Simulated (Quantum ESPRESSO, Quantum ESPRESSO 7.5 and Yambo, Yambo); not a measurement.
# RbCl (Fm-3m): G0W0 on several meshes in Yambo

Wanted: mesh dependence and cost of G0W0 for RbCl (Fm-3m).

Method: PBE and many-body steps on it, plane waves, in Quantum ESPRESSO 7.5 and Yambo 5.3.0.

Most raw output is cut from this account.

### 1. Set-up

It takes space group Fm-3m (No. 225, cubic). Conventional cell: a = 6.579 Å, b = 6.579 Å, c = 6.579 Å, α = 90.00°, β = 90.00°, γ = 90.00°. Nearest to Rb lie 6 Cl at 3.29 Å. Nearest to Cl lie 6 Rb at 3.29 Å. Farther neighbours and most contacts between anions are not listed.

The cell and positions come from the Crystallography Open Database and are kept as given unless a step says otherwise.

### 2. Empty states on the mesh, 4×4×4 mesh, 646 bands

This step: Quantum ESPRESSO 7.5; DFT, PBE, plane waves, norm-conserving pseudopotentials.

The sums over transitions need many empty states on a uniform mesh; this step solves for them.

Input file pw.in:

```
&control
  calculation = 'nscf'
  prefix = 'x'
  outdir = 'o'
  pseudo_dir = 'pseudo'
/
&system
  ibrav = 0
  nat = 2
  ntyp = 2
  ecutwfc = 50.0
  nbnd = 646
  force_symmorphic = .true.
/
&electrons
  conv_thr = 1e-9
  electron_maxstep = 80
  diago_full_acc = .true.
  diago_thr_init = 5e-6
/
ATOMIC_SPECIES
  Rb 85.468 Rb.upf
  Cl 35.45 Cl.upf
CELL_PARAMETERS angstrom
  -0.0000000000 3.2895000000 3.2895000000
  3.2895000000 -0.0000000000 3.2895000000
  3.2895000000 3.2895000000 -0.0000000000
ATOMIC_POSITIONS crystal
  Rb 0.0000000000 0.0000000000 0.0000000000
  Cl 0.5000000000 0.5000000000 0.5000000000
K_POINTS automatic
  4 4 4 0 0 0
```

Started as:

```bash
> OMP_NUM_THREADS=1 mpirun -n 4 pw.x -nk 4 -in pw.in > pw.out
```

Wall time 85 s (4 MPI ranks of Arm Neoverse V2, shared host); peak memory 1.1 GiB; 5.7 min of CPU time.

This step gave:

```yaml
gap: 5.003 eV
k_of_the_valence_top: 0, 0, 0
k_of_the_conduction_bottom: 0, 0, 0
least_direct_gap: 5.003 eV
k_points_computed: 8
lowest_point_of_the_top_converged_band_above_the_valence_top: 243.7556 eV
```

On this mesh the gap is 5.003 eV.

The density comes from a self-consistent run that is not shown.

### 3. Conversion and set-up

This step: Yambo 5.3.0; conversion and set-up on PBE, plane waves, norm-conserving pseudopotentials.

The states are converted to the many-body program's format and the q mesh is built.

Started as:

```bash
> (cd o/x.save; p2y > p2y.log; mv SAVE ../..); yambo > setup.log
```

Elapsed: 2.1 s, on 1 MPI rank; peak memory 0.24 GiB.

### 4. 4×4×4

G0W0 replaces the xc potential by the self-energy, built once from these orbitals. Only a window of levels is corrected, while the sums run over the empty bands that the input names.

This step: G0W0 on PBE, plane waves, norm-conserving pseudopotentials.

Input file gw2.in:

```
HF_and_locXC
gw0
dyson
ppa
em1d
rim_cut
RandQpts= 1000000
RandGvec= 1 RL
EXXRLvcs= 50 Ry
VXCRLvcs= 200 Ry
Chimod= "HARTREE"
% BndsRnXp
 1 | 268 |
%
NGsBlkXp= 16 Ry
% LongDrXp
 1 | 1 | 1 |
%
% GbndRnge
 1 | 268 |
%
DysSolver= "n"
ExtendOut
PPAPntXp= 27.21138 eV
% QPkrange
 1 | 1 | 7 | 10 |
%
```

Started as:

```bash
> OMP_NUM_THREADS=1 mpirun -n 4 yambo -F gw2.in -J gw2 -C gw2 > gw2.log
```

It took 4.4 min on 4 MPI ranks; peak memory 1.7 GiB; 18 min of CPU time.

This step gave:

```yaml
g0w0_gap_on_the_points_computed: 7.888 eV
starting_gap_on_the_mesh: 5.003 eV
k_of_the_valence_top: 0, 0, 0
k_of_the_conduction_bottom: 0, 0, 0
least_direct_g0w0_gap_on_the_computed_points: 7.888 eV
z_at_the_valence_top: 0.8060
z_at_the_conduction_bottom: 0.8807
```

The gap on the mesh goes from 5.00 eV to 7.89 eV, a correction of +2.88 eV.

### 5. Empty states on the mesh, 2×2×2 mesh, 268 bands

This step: Quantum ESPRESSO 7.5; DFT, PBE, plane waves, norm-conserving pseudopotentials.

pw.in, as its differences from that of step 2:

```diff
@@ -11,3 +11,3 @@
   ecutwfc = 50.0
-  nbnd = 646
+  nbnd = 268
   force_symmorphic = .true.
@@ -31,2 +31,2 @@
 K_POINTS automatic
-  4 4 4 0 0 0
+  2 2 2 0 0 0
```

Started as:

```bash
> OMP_NUM_THREADS=1 mpirun -n 4 pw.x -nk 4 -in pw.in > pw.out
```

It took 8.3 s on 4 MPI ranks; peak memory 0.4 GiB.

This step gave:

```
gap                                                           : 5.003 eV
k of the valence top                                          : 0, 0, 0
k of the conduction bottom                                    : 0, 0, 0
least direct gap                                              : 5.003 eV
k points computed                                             : 3
lowest point of the top converged band, above the valence top : 131.0770 eV
```

On this mesh the gap is 5.003 eV.

### 6. Conversion and set-up

This step: Yambo 5.3.0; conversion and set-up on PBE, plane waves, norm-conserving pseudopotentials.

Started as:

```bash
> (cd o/x.save; p2y > p2y.log; mv SAVE ../..); yambo > setup.log
```

Elapsed: 1.9 s, on 1 MPI rank; peak memory 0.24 GiB.

### 7. 2×2×2

This step: G0W0 on PBE, plane waves, norm-conserving pseudopotentials.

Input file gw11.in:

```
HF_and_locXC
gw0
dyson
ppa
em1d
rim_cut
RandQpts= 1000000
RandGvec= 1 RL
EXXRLvcs= 50 Ry
VXCRLvcs= 200 Ry
Chimod= "HARTREE"
% BndsRnXp
 1 | 268 |
%
NGsBlkXp= 16 Ry
% LongDrXp
 1 | 1 | 1 |
%
% GbndRnge
 1 | 268 |
%
DysSolver= "n"
ExtendOut
PPAPntXp= 27.21138 eV
% QPkrange
 1 | 1 | 7 | 10 |
%
```

Started as:

```bash
> OMP_NUM_THREADS=1 mpirun -n 4 yambo -F gw11.in -J gw11 -C gw11 > gw11.log
```

Elapsed: 26 s, on 4 MPI ranks; peak memory 1.3 GiB.

Numbers from this step:

```
G0W0 gap on the points computed              : 7.764 eV
starting gap on the mesh                     : 5.003 eV
k of the valence top                         : 0, 0, 0
k of the conduction bottom                   : 0, 0, 0
least direct G0W0 gap on the computed points : 7.764 eV
Z at the valence top                         : 0.8089
Z at the conduction bottom                   : 0.8784
```

Against G0W0 in Yambo (4×4×4 mesh, 268 bands, screening to 217.7 eV, Godby-Needs plasmon pole), the gap moves by −0.124 eV.

### 8. The runs together

Times are wall times on 4 MPI ranks of Arm Neoverse V2, shared host, good to a factor of about two.

```
  run   mesh  bands  screening cutoff (eV)  DFT gap (eV)  gap on the mesh (eV)  direct (eV)     time
4×4×4  4×4×4    268                  217.7         5.003                 7.888        7.888  4.4 min
2×2×2  2×2×2    268                  217.7         5.003                 7.764        7.764     26 s
```

### 9. Results

| Item | Value |
| --- | --- |
| 4×4×4 | 7.888 eV |
| 2×2×2 | 7.764 eV |
| known limits | not at the basis limit; no spin-orbit coupling; coarse k mesh |

In words: 2×2×2: −0.124 eV against 4×4×4. Bands and cutoff are finite, so the gap is not at the basis limit. The miss can reach some tenths of an eV and take either sign; the mesh is an error of its own. In the G0W0 runs levels were corrected at 1 k point alone, so a gap called «on the mesh» is the least over those, and an edge elsewhere would be missed. The many-body steps are scalar-relativistic: spin-orbit coupling is not in them.

[Paths, hosts, dates, memory and timing lines, banners, echoed tables and standing remarks are left out of the program output.]

[Logs are printed without paths, hosts, clocks, repeated set-up lines and the standing remarks that a program may print on its own settings, such as how far it seeks lower states.]

[Runs of the session that timed out or met a known fault of the program may be left out.]

[Hosts, paths, dates, database ids (printed as entryN), source tags and the programs' standing remarks are cut or masked in the printed files.]
